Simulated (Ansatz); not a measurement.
Geometry optimisation in Ansatz: input, command and trajectory.

```yaml
crystal:
  lattice:
    - [3.0520631676, 0.0, 0.0]
    - [0.0, 3.0520631676, 0.0]
    - [0.0, 0.0, 4.2937825733]
  atoms:
    - { symbol: Al, position: [0.5, 0.5, 0.5] }
    - { symbol: Ga, position: [0.0, 0.0, 0.0] }
    - { symbol: "N", position: [0.5, 0.0, 0.7399957396] }
    - { symbol: "N", position: [0.0, 0.5, 0.2600042604] }
basis:
  ecutwfc: 420
kpoints:
  mp_grid: { grid: [8, 8, 6] }
hamiltonian:
  xc: lda
scf:
  occupations: { method: gaussian, width: 0.02 }
output:
  forces: true
  stress: true
  eigenvalues: true
relax:
  adjacent_minimum: "off"
  f_tol: 0.01
  max_steps: 30
  cell: { stress_tol: 0.1, fix: [volume] }
```

```bash
ansatz run input.yaml --threads 1 --pin off --max-ram 2560MiB --backend cpu --events-out ev --progress --plain --runs-dir out
```

Method: Ansatz 0.2.0, DFT LDA, scalar-relativistic, plane waves, PAW.

The volume is held at 0.94 times that of the relaxed cell.

Of 4 frames 3 are shown, positions in Å and forces in eV/Å; the SCF threshold varies from step to step. Steps run on the plane waves of an earlier cell, with a Pulay correction in the pressure. The basis is chosen afresh for the last frame, the zero of the energies, and at times for earlier ones too; energy and pressure step there, also at an unchanged geometry.

```xyz
4
Lattice="3.0521 0.0000 0.0000 0.0000 3.0521 0.0000 0.0000 0.0000 4.2938" Properties=species:S:1:pos:R:3:forces:R:3 pbc="T T T" step=1 free_energy_over_end_meV_per_atom=0.02 pressure_GPa=14.49
Al    1.5260    1.5260    2.1469    0.0000    0.0000    0.0000
Ga    0.0000    0.0000    0.0000    0.0000    0.0000    0.0000
N     1.5260    0.0000    3.1774    0.0000    0.0000   -0.0240
N     0.0000    1.5260    1.1164    0.0000    0.0000    0.0240
4
Lattice="3.0526 0.0000 0.0000 0.0000 3.0526 0.0000 0.0000 0.0000 4.2922" Properties=species:S:1:pos:R:3:forces:R:3 pbc="T T T" step=2 free_energy_over_end_meV_per_atom=0.01 pressure_GPa=14.48
Al    1.5263    1.5263    2.1461    0.0000    0.0000    0.0000
Ga    0.0000    0.0000    0.0000    0.0000    0.0000    0.0000
N     1.5263    0.0000    3.1758    0.0000    0.0000   -0.0124
N     0.0000    1.5263    1.1164    0.0000    0.0000    0.0124
4
Lattice="3.0533 0.0000 0.0000 0.0000 3.0533 0.0000 0.0000 0.0000 4.2902" Properties=species:S:1:pos:R:3:forces:R:3 pbc="T T T" step=4 free_energy_over_end_meV_per_atom=0.00 pressure_GPa=14.48
Al    1.5267    1.5267    2.1451    0.0000    0.0000    0.0000
Ga    0.0000    0.0000    0.0000    0.0000    0.0000    0.0000
N     1.5267    0.0000    3.1739    0.0000    0.0000   -0.0002
N     0.0000    1.5267    1.1164    0.0000    0.0000    0.0002
```

It took 45 s on 1 thread of Intel(R) Xeon(R) Processor @ 2.50GHz (Skylake/Cascade Lake), with other jobs on the host, peak memory 0.38 GiB.